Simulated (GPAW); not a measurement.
Sb:

```
CELL_PARAMETERS angstrom
3.16000 0.00000 0.00000
0.00000 3.16000 0.00000
0.00000 0.00000 3.16000
ATOMIC_POSITIONS crystal
Sb 0.00000 0.00000 0.00000
```

This isn't the form of Sb at room conditions, which is rhombohedral.

```yaml
Program: GPAW 26.7.0
Task: single point
Functional: PBEsol
Potentials_or_basis: PAW data sets generated in the run's folder for this functional
Cutoff: 600 eV
Basis: pw
k_mesh: 8 × 8 × 8
Occupations: fermi-dirac, width 0.05 eV
Spin: no spin polarisation
```

On this cell: pressure -4.9 GPa; band gap on the k mesh none (metal or under the smearing width).

The same run follows on a disturbed copy (cell strained at random at fixed volume):

```
Sb
1.0
     3.18307   -0.00916   -0.07927
    -0.00916    3.13721   -0.05653
    -0.07927   -0.05653    3.16292
Sb
1
Direct
  0.00350 0.00307 0.97826
```

Problem. What does the disturbed cell give?

Solution. The energy (extrapolated to zero smearing) moves by +1.4 meV/atom; pressure -5.0 GPa; band gap on the k mesh none (metal or under the smearing width).

Stress tensor (GPa, compression positive):
```
-5.69 -0.13  0.53
-0.13 -4.00  0.09
 0.53  0.09 -5.25
```
